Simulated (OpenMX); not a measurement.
Crystal: Co.

```
CELL_PARAMETERS angstrom
2.47200 0.00000 0.00000
-1.23600 2.14081 0.00000
0.00000 0.00000 4.02114
ATOMIC_POSITIONS crystal
Co 0.66667 0.33333 0.75000
Co 0.33333 0.66667 0.25000
```

Base run:

| Quantity | Value |
| --- | --- |
| Program | OpenMX 3.8.5 |
| Functional | PBE |
| Potentials or basis | OpenMX 2013 PBE set, Co6.0H-s2p2d1, grid cutoff 500 Ry |
| k mesh | 13 × 13 × 7 |
| Occupations | fermi-dirac, width 0.05 eV |
| Spin | collinear spin, ferromagnetic start |
| Starting moments | [2.0, 2.0] μB |

Its results: pressure 8.6 GPa; net moment 3.18 μB per cell; site moments Co +1.59 μB; largest force 0.037 eV/Å.

**Question.** The run is repeated on the same cell with these changes: potentials or basis from OpenMX 2013 PBE set, Co6.0H-s2p2d1, grid cutoff 500 Ry to OpenMX 2013 PBE set, Co6.0H-s3p2d2, grid cutoff 500 Ry. What comes out?

**Answer.** Pressure 10.2 GPa; net moment 3.23 μB per cell; site moments Co +1.61 μB; largest force 0.037 eV/Å.

Caveats: the basis of atomic orbitals isn't converged, which shifts pressures, moduli and gaps; the transition metal has a single d function, too few for pressures, volumes and moments (some runs).
